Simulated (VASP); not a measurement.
# Band gap of In2O3: cutoff, mesh and cell

Aim: test what besides the functional moves the gap of In2O3. The starting structure is a measured crystal structure from the Crystallography Open Database. The atoms were first relaxed with LDA in that cell, in a run that isn't shown, and the relaxed structure is the one below.

Method: Kohn-Sham DFT with plane waves and PAW; LDA, in VASP 6.6.1.

**1. Starting point**

It takes space group R-3c (No. 167, trigonal). Conventional cell: a = 5.487 Å, b = 5.487 Å, c = 14.510 Å, α = 90.00°, β = 90.00°, γ = 120.00°. Nearest to In lie 6 O at 2.12 to 2.25 Å. Nearest to O lie 4 In at 2.12 to 2.25 Å. Farther neighbours and most contacts between anions are not listed.

**2. Reference bands**

INCAR

```
SYSTEM = In2O3
PREC = Accurate
ENCUT = 460
EDIFF = 1E-06
NELM = 100
ISMEAR = 0
SIGMA = 0.03
LREAL = .FALSE.
ALGO = Normal
GGA = CA
NBANDS = 68
LORBIT = 11
LWAVE = .FALSE.
LCHARG = .FALSE.
KPAR = 16
LASPH = .TRUE.
```

POSCAR

```
In2O3
1.0
    2.7435000000      1.5839604635      4.8366666667
   -2.7435000000      1.5839604635      4.8366666667
    0.0000000000     -3.1679209270      4.8366666667
In O
4 6
Direct
    0.8570255814      0.8570255814      0.8570255814
    0.6429744186      0.6429744186      0.6429744186
    0.1429744186      0.1429744186      0.1429744186
    0.3570255814      0.3570255814      0.3570255814
    0.0459967389      0.7500000000      0.4540032611
    0.7500000000      0.4540032611      0.0459967389
    0.4540032611      0.0459967389      0.7500000000
    0.9540032611      0.2500000000      0.5459967389
    0.2500000000      0.5459967389      0.9540032611
    0.5459967389      0.9540032611      0.2500000000
```

KPOINTS

```
Automatic mesh
0
Gamma
6 6 6
0 0 0
```

KPOINTS_OPT

```
Line mode
8
Line-mode
Reciprocal
  0.00000000   0.00000000   0.00000000 GAMMA
  0.50000000   0.00000000   0.00000000 L

  0.50000000   0.00000000   0.00000000 L
  0.50000000   0.23816651  -0.23816651 B1

  0.76183349   0.50000000   0.23816651 B
  0.50000000   0.50000000   0.50000000 Z

  0.50000000   0.50000000   0.50000000 Z
  0.00000000   0.00000000   0.00000000 GAMMA

  0.00000000   0.00000000   0.00000000 GAMMA
  0.36908326   0.00000000  -0.36908326 X

  0.63091674   0.36908326   0.00000000 Q
  0.50000000   0.50000000   0.00000000 F

  0.50000000   0.50000000   0.00000000 F
  0.63091674   0.63091674   0.23816651 P1

  0.63091674   0.63091674   0.23816651 P1
  0.50000000   0.50000000   0.50000000 Z

  0.50000000   0.00000000   0.00000000 L
  0.76183349   0.36908326   0.36908326 P
```

Potentials, in the order of the species: In_d and O (LDA family, release 64).

Launch:

```sh
$ mpirun -np 16 vasp_std
```

The program printed:

```text
[banner, memory and clock lines left out]
running   16 mpi-ranks, on    1 nodes
 distrk:  each k-point on    1 cores,   16 groups
 distr:  one band on    1 cores,    1 groups

 POSCAR found type information on POSCAR InO
 POSCAR found :  2 types and      10 ions
|                                                                             |
|           W    W    AA    RRRRR   N    N  II  N    N   GGGG   !!!           |
|           W    W   A  A   R    R  NN   N  II  NN   N  G    G  !!!           |
|           W    W  A    A  R    R  N N  N  II  N N  N  G       !!!           |
|           W WW W  AAAAAA  RRRRR   N  N N  II  N  N N  G  GGG   !            |
|           WW  WW  A    A  R   R   N   NN  II  N   NN  G    G                |
|           W    W  A    A  R    R  N    N  II  N    N   GGGG   !!!           |
|                                                                             |
|     For optimal performance we recommend to set                             |
|       NCORE = 2 up to number-of-cores-per-socket                            |
|     NCORE specifies how many cores store one orbital (NPAR=cpu/NCORE).      |
|     This setting can greatly improve the performance of VASP for DFT.       |
|     The default, NCORE=1 might be grossly inefficient on modern             |
|     multi-core architectures or massively parallel machines. Do your        |
|     Unfortunately you need to use the default for GW and RPA                |
|     calculations (for HF NCORE is supported but not extensively tested      |
|     yet).                                                                   |
|                                                                             |

 LDA part: xc-table for (Slater(with rela. corr.)+CA(PZ))
 , standard interpolation
 POSCAR, INCAR and KPOINTS ok, starting setup
 FFT: planning ... GRIDC
 FFT: planning ... GRID_SOFT
 FFT: planning ... GRID
 WAVECAR not read
 entering main loop
       N       E                     dE             d eps       ncg     rms          rms(c)
DAV:   1     0.115411989768E+04    0.11541E+04   -0.35421E+04  4736   0.173E+03
DAV:   2     0.165196158321E+03   -0.98892E+03   -0.89685E+03  4472   0.505E+02
DAV:   3    -0.574146368057E+02   -0.22261E+03   -0.21310E+03  4816   0.214E+02
DAV:   4    -0.728441754472E+02   -0.15430E+02   -0.15256E+02  5320   0.656E+01
DAV:   5    -0.732757620075E+02   -0.43159E+00   -0.43119E+00  5436   0.108E+01    0.234E+01
DAV:   6    -0.638730756973E+02    0.94027E+01   -0.21029E+01  6764   0.497E+01    0.171E+01
DAV:   7    -0.638288707260E+02    0.44205E-01   -0.29426E+00  4952   0.934E+00    0.428E+00
DAV:   8    -0.637176329135E+02    0.11124E+00   -0.24108E-01  6104   0.240E+00    0.193E+00
DAV:   9    -0.636756091174E+02    0.42024E-01   -0.22345E-02  6484   0.193E+00    0.433E-01
DAV:  10    -0.636737981838E+02    0.18109E-02   -0.10526E-02  6268   0.890E-01    0.156E-01
DAV:  11    -0.636739147698E+02   -0.11659E-03   -0.87853E-04  6520   0.215E-01    0.395E-02
DAV:  12    -0.636739249360E+02   -0.10166E-04   -0.51302E-05  6248   0.794E-02    0.374E-02
DAV:  13    -0.636739201654E+02    0.47706E-05   -0.12450E-05  5792   0.241E-02    0.138E-02
DAV:  14    -0.636739201461E+02    0.19305E-07   -0.19168E-06  3240   0.973E-03
   1 F= -.63673920E+02 E0= -.63673920E+02  d E =-.155828E-12
 Start KPOINTS_OPT (optional k-point list driver)
k-point batch [1-32\72]
       N       E                     dE             ncg
DAV:   1     0.288571141139E+05   -0.16966E+05     4740
DAV:   2    -0.160590496784E+04   -0.30463E+05     4432
DAV:   3    -0.840799256476E+04   -0.68021E+04     4776
DAV:   4    -0.889601491998E+04   -0.48802E+03     5368
DAV:   5    -0.890987393090E+04   -0.13859E+02     5472
DAV:   6    -0.891063113986E+04   -0.75721E+00     6212
DAV:   7    -0.891064427340E+04   -0.13134E-01     5940
DAV:   8    -0.891064466830E+04   -0.39490E-03     6208
DAV:   9    -0.891064467768E+04   -0.93863E-05     4672
DAV:  10    -0.891064467840E+04   -0.71783E-06     2936
[...]
k-point batch [65-72\72]
       N       E                     dE             ncg
DAV:   1     0.568523815830E+05   -0.84198E+04     1188
DAV:   2     0.492052262324E+05   -0.76472E+04     1096
DAV:   3     0.474598254513E+05   -0.17454E+04     1200
DAV:   4     0.473323616515E+05   -0.12746E+03     1312
DAV:   5     0.473287132224E+05   -0.36484E+01     1344
DAV:   6     0.473285130403E+05   -0.20018E+00     1524
DAV:   7     0.473285094073E+05   -0.36330E-02     1468
DAV:   8     0.473285092884E+05   -0.11888E-03     1552
DAV:   9     0.473285092858E+05   -0.25673E-05     1224
DAV:  10     0.473285092857E+05   -0.17866E-06      708
```

Wall time 32 s (16 MPI ranks of Intel Xeon 6975P-C (Granite Rapids), shared host); peak memory 7 GiB.

Lines that name or quote the potential files are left out of all logs, and their timing lines are given in words.

Parts of OUTCAR (step 2):

```text
ion  position               nearest neighbor table
   1  0.857  0.857  0.857-   8 2.12  10 2.12   9 2.12   6 2.25   5 2.25   7 2.25   2 3.11   3 3.24
                             3 3.24   3 3.24   2 3.61   2 3.61   2 3.61   4 3.99   4 3.99   4 3.99
   2  0.643  0.643  0.643-   9 2.12  10 2.12   8 2.12   6 2.25   5 2.25   7 2.25   1 3.11   4 3.24
                             4 3.24   4 3.24   1 3.61   1 3.61   1 3.61   3 3.99   3 3.99   3 3.99
   3  0.143  0.143  0.143-   5 2.12   7 2.12   6 2.12   8 2.25   9 2.25  10 2.25   4 3.11   1 3.24
                             1 3.24   1 3.24   4 3.61   4 3.61   4 3.61   2 3.99   2 3.99   2 3.99
   4  0.357  0.357  0.357-   6 2.12   7 2.12   5 2.12   8 2.25   9 2.25  10 2.25   3 3.11   2 3.24
                             2 3.24   2 3.24   3 3.61   3 3.61   3 3.61   1 3.99   1 3.99   1 3.99
   5  0.046  0.750  0.454-   3 2.12   4 2.12   1 2.25   2 2.25
   6  0.750  0.454  0.046-   4 2.12   3 2.12   1 2.25   2 2.25
   7  0.454  0.046  0.750-   3 2.12   4 2.12   1 2.25   2 2.25
   8  0.954  0.250  0.546-   1 2.12   2 2.12   3 2.25   4 2.25
   9  0.250  0.546  0.954-   2 2.12   1 2.12   3 2.25   4 2.25
  10  0.546  0.954  0.250-   1 2.12   2 2.12   3 2.25   4 2.25

  LATTYP: Found a trigonal (rhomboedric) cell.
 ALAT       =     5.7817875648
 COS(alpha) =     0.5496857780

 Subroutine GETGRP returns: Found 12 space group operations
 (whereof  6 operations were pure point group operations)

The static configuration has the point symmetry S_6 .
 The point group associated with its full space group is D_3d.

 Found     32 irreducible k-points:

   k-points           NKPTS =     32   k-points in BZ     NKDIM =     32   number of bands    NBANDS=     68

   dimension x,y,z NGX =    40 NGY =   40 NGZ =   40
   dimension x,y,z NGXF=    80 NGYF=   80 NGZF=   80

   ENCUT  =  460.0 eV  33.81 Ry    5.81 a.u.  10.11 10.11 10.11*2*pi/ulx,y,z

   NELECT =      88.0000    total number of electrons

 k-points in reciprocal lattice and weights: Automatic mesh
   0.00000000  0.00000000  0.00000000       0.005
   0.16666667 -0.00000000  0.00000000       0.028
   0.33333333 -0.00000000  0.00000000       0.028
   0.50000000 -0.00000000  0.00000000       0.014
   0.16666667  0.16666667  0.00000000       0.028
   0.33333333  0.16666667 -0.00000000       0.056
   0.50000000  0.16666667  0.00000000       0.056
  -0.33333333  0.16666667 -0.00000000       0.056
  -0.16666667  0.16666667  0.00000000       0.028
[...]
-0.33333333  0.50000000  0.33333333       0.028
   0.50000000  0.50000000  0.50000000       0.005

 average (electrostatic) potential at core
       1 -92.6326       2 -92.6326       3 -92.6326       4 -92.6326       5 -68.9655
       6 -68.9655       7 -68.9655       8 -68.9655       9 -68.9655      10 -68.9655

 E-fermi :   5.4461

 k-point     1 :       0.0000    0.0000    0.0000
  band No.  band energies     occupation
    ...
     40       4.9120      2.00000
     41       5.0345      2.00000
     42       5.0345      2.00000
     43       5.2660      2.00000
     44       5.2660      2.00000
     45       6.5055      0.00000
     46      10.6582      0.00000
     47      11.4066      0.00000
     48      12.4324      0.00000
     49      14.3460      0.00000
    ...

 k-point     2 :       0.1667   -0.0000    0.0000
  band No.  band energies     occupation
    ...
     40       4.7985      2.00000
     41       5.0316      2.00000
     42       5.0999      2.00000
     43       5.1006      2.00000
     44       5.2482      2.00000
     45       7.3907      0.00000
     46      10.9779      0.00000
     47      11.2694      0.00000
     48      12.1530      0.00000
     49      13.3821      0.00000
    ...

 k-point     3 :       0.3333   -0.0000    0.0000
  band No.  band energies     occupation
    ...
     40       4.6522      2.00000
     41       4.6650      2.00000
     42       4.7611      2.00000
     43       5.1637      2.00000
     44       5.3051      2.00000
     45       8.8087      0.00000
     46      11.0416      0.00000
     47      11.1923      0.00000
     48      11.4556      0.00000
     49      12.9923      0.00000
    ...

  Total       -2.4814463     -2.4814463     -2.4870275      0.0000000      0.0000000      0.0000000
  in kB      -31.5259915    -31.5259915    -31.5968989      0.0000000      0.0000000      0.0000000
  external PRESSURE =     -31.5496273 kB  Pullay stress =       0.0000000 kB

  energy-cutoff  :      460.00
  volume of cell :      126.11
      direct lattice vectors                 reciprocal lattice vectors
     2.743500000  1.583960463  4.836666667     0.182248952  0.105221482  0.068917988
    -2.743500000  1.583960463  4.836666667    -0.182248952  0.105221482  0.068917988
     0.000000000 -3.167920927  4.836666667     0.000000000 -0.210442963  0.068917988

 POSITION                                       TOTAL-FORCE (eV/Angst)
 -----------------------------------------------------------------------------------
      0.00000      0.00000     12.43544         0.000000      0.000000      0.020395
      0.00000      0.00000      9.32956         0.000000      0.000000     -0.020395
      0.00000      0.00000      2.07456         0.000000      0.000000     -0.020395
      0.00000      0.00000      5.18044         0.000000      0.000000      0.020395
     -1.93143     -0.17742      6.04583        -0.004453     -0.007713      0.000000
      0.81207      1.76138      6.04583        -0.004453      0.007713      0.000000
      1.11937     -1.58396      6.04583         0.008907      0.000000      0.000000
      1.93143      0.17742      8.46417         0.004453      0.007713      0.000000
     -0.81207     -1.76138      8.46417         0.004453     -0.007713      0.000000
     -1.11937      1.58396      8.46417        -0.008907      0.000000      0.000000
 -----------------------------------------------------------------------------------
    total drift:                                0.000000     -0.000000     -0.000000

  FREE ENERGIE OF THE ION-ELECTRON SYSTEM (eV)
  ---------------------------------------------------
  free  energy   TOTEN  =       -63.6739201461 eV

  energy  without entropy=      -63.6739201461  energy(sigma->0) =      -63.67392015

 total charge
# of ion       s       p       d       tot
------------------------------------------
    1        0.660   0.678  10.069  11.407
    2        0.660   0.678  10.069  11.407
    3        0.660   0.678  10.069  11.407
    4        0.660   0.678  10.069  11.407
    5        1.560   3.429   0.000   4.988
    6        1.560   3.429   0.000   4.988
    7        1.560   3.429   0.000   4.988
    8        1.560   3.429   0.000   4.988
    9        1.560   3.429   0.000   4.988
   10        1.560   3.429   0.000   4.988
--------------------------------------------------
tot         11.999  23.284  40.274  75.556

[... 3 further parts left out ...]
```

Spin-orbit coupling is off here; with elements this heavy it can split and shift levels by tenths of an eV. At this level the cell is under a tension of 3.2 GPa, so at these settings it is away from equilibrium.

The reference gap is 1.199 eV.

**3. Bands with cell and atoms relaxed by LDA**

Against step 2 the input has another starting structure. The cell comes from a relaxation at this level, not shown (124.27 Å³).

INCAR is that of step 2.

POSCAR

```
In2O3
1.0
    2.7349083219      1.5790000558      4.7960803023
   -2.7349083219      1.5790000558      4.7960803023
    0.0000000000     -3.1580001117      4.7960803023
In O
4 6
Direct
    0.8576190122      0.8576190122      0.8576190122
    0.6423809878      0.6423809878      0.6423809878
    0.1423809878      0.1423809878      0.1423809878
    0.3576190122      0.3576190122      0.3576190122
    0.0455713671      0.7500000000      0.4544286329
    0.7500000000      0.4544286329      0.0455713671
    0.4544286329      0.0455713671      0.7500000000
    0.9544286329      0.2500000000      0.5455713671
    0.2500000000      0.5455713671      0.9544286329
    0.5455713671      0.9544286329      0.2500000000
```

KPOINTS is that of step 2.

KPOINTS_OPT

```
Line mode
8
Line-mode
Reciprocal
  0.00000000   0.00000000   0.00000000 GAMMA
  0.50000000   0.00000000   0.00000000 L

  0.50000000   0.00000000   0.00000000 L
  0.50000000   0.23892703  -0.23892703 B1

  0.76107297   0.50000000   0.23892703 B
  0.50000000   0.50000000   0.50000000 Z

  0.50000000   0.50000000   0.50000000 Z
  0.00000000   0.00000000   0.00000000 GAMMA

  0.00000000   0.00000000   0.00000000 GAMMA
  0.36946351   0.00000000  -0.36946351 X

  0.63053649   0.36946351   0.00000000 Q
  0.50000000   0.50000000   0.00000000 F

  0.50000000   0.50000000   0.00000000 F
  0.63053649   0.63053649   0.23892703 P1

  0.63053649   0.63053649   0.23892703 P1
  0.50000000   0.50000000   0.50000000 Z

  0.50000000   0.00000000   0.00000000 L
  0.76107297   0.36946351   0.36946351 P
```

Launch:

```sh
$ mpirun -np 16 vasp_std
```

The program printed:

```text
[banner, memory and clock lines left out]
running   16 mpi-ranks, on    1 nodes
[...]
[... a notice as in an earlier step ...]

 LDA part: xc-table for (Slater(with rela. corr.)+CA(PZ))
 , standard interpolation
 POSCAR, INCAR and KPOINTS ok, starting setup
[...]
entering main loop
       N       E                     dE             d eps       ncg     rms          rms(c)
DAV:   1     0.115229111209E+04    0.11523E+04   -0.35479E+04  4728   0.174E+03
DAV:   2     0.164744419093E+03   -0.98755E+03   -0.89597E+03  4472   0.505E+02
DAV:   3    -0.573231039425E+02   -0.22207E+03   -0.21271E+03  4784   0.214E+02
DAV:   4    -0.729214070166E+02   -0.15598E+02   -0.15418E+02  5352   0.660E+01
[...]
DAV:  12    -0.636862270391E+02   -0.11869E-04   -0.42226E-05  6276   0.689E-02    0.365E-02
DAV:  13    -0.636862217464E+02    0.52927E-05   -0.12931E-05  5680   0.256E-02    0.124E-02
DAV:  14    -0.636862217960E+02   -0.49555E-07   -0.17816E-06  3052   0.104E-02
   1 F= -.63686222E+02 E0= -.63686222E+02  d E =-.268741E-12
 Start KPOINTS_OPT (optional k-point list driver)
k-point batch [1-32\72]
       N       E                     dE             ncg
DAV:   1     0.296829421388E+05   -0.16934E+05     4696
DAV:   2    -0.998467002891E+03   -0.30681E+05     4392
DAV:   3    -0.791552890878E+04   -0.69171E+04     4776
DAV:   4    -0.841098759652E+04   -0.49546E+03     5440
[...]
DAV:   8    -0.842569891147E+04   -0.38457E-03     6308
DAV:   9    -0.842569891990E+04   -0.84349E-05     4516
DAV:  10    -0.842569892061E+04   -0.71004E-06     2932
[...]
k-point batch [65-72\72]
       N       E                     dE             ncg
DAV:   1     0.577334217113E+05   -0.93060E+04     1168
DAV:   2     0.500560373836E+05   -0.76774E+04     1096
DAV:   3     0.483327768658E+05   -0.17233E+04     1184
DAV:   4     0.482099344385E+05   -0.12284E+03     1344
[...]
DAV:   8     0.482061968466E+05   -0.82926E-04     1520
DAV:   9     0.482061968446E+05   -0.20258E-05     1144
DAV:  10     0.482061968444E+05   -0.16197E-06      704
```

It took 30 s on 16 MPI ranks; peak memory 6.9 GiB.

From OUTCAR (step 3):

```text
  Total       -0.5584760     -0.5584760     -0.5259912      0.0000000      0.0000000      0.0000000
  in kB       -7.2003314     -7.2003314     -6.7815112      0.0000000      0.0000000      0.0000000
  external PRESSURE =      -7.0607247 kB  Pullay stress =       0.0000000 kB

 POSITION                                       TOTAL-FORCE (eV/Angst)
 -----------------------------------------------------------------------------------
      0.00000     -0.00000     12.33963         0.000000     -0.000000      0.002146
      0.00000     -0.00000      9.24273         0.000000      0.000000     -0.002146
      0.00000     -0.00000      2.04861         0.000000      0.000000     -0.002146
      0.00000     -0.00000      5.14551         0.000000     -0.000000      0.002146
     -1.92655     -0.17888      5.99510        -0.001809     -0.003134      0.000000
      0.80836      1.75788      5.99510        -0.001809      0.003134      0.000000
      1.11819     -1.57900      5.99510         0.003619      0.000000      0.000000
      1.92655      0.17888      8.39314         0.001809      0.003134      0.000000
     -0.80836     -1.75788      8.39314         0.001809     -0.003134      0.000000
     -1.11819      1.57900      8.39314        -0.003619     -0.000000      0.000000
 -----------------------------------------------------------------------------------
    total drift:                                0.000000     -0.000000      0.000000

  FREE ENERGIE OF THE ION-ELECTRON SYSTEM (eV)
  ---------------------------------------------------
  free  energy   TOTEN  =       -63.6862217960 eV

  energy  without entropy=      -63.6862217960  energy(sigma->0) =      -63.68622180

[... 1 part as in an earlier step ...]

[... 2 further parts left out ...]
[key lines of the parts left out:]
E-fermi :   5.6315
```

With cell and atoms relaxed by LDA the gap is 1.286 eV, +0.087 eV from the reference.

(Part 1 of 2 ends here.)

[Lines on the potential files, build, host, timing and source positions are cut from VASP's logs without a mark.]

[Logs are printed without paths, hosts, clocks, repeated set-up lines and the standing remarks that a program may print on its own settings, such as how far it seeks lower states.]

[Hosts, paths, dates, database ids (printed as entryN), source tags and the programs' standing remarks are cut or masked in the printed files.]
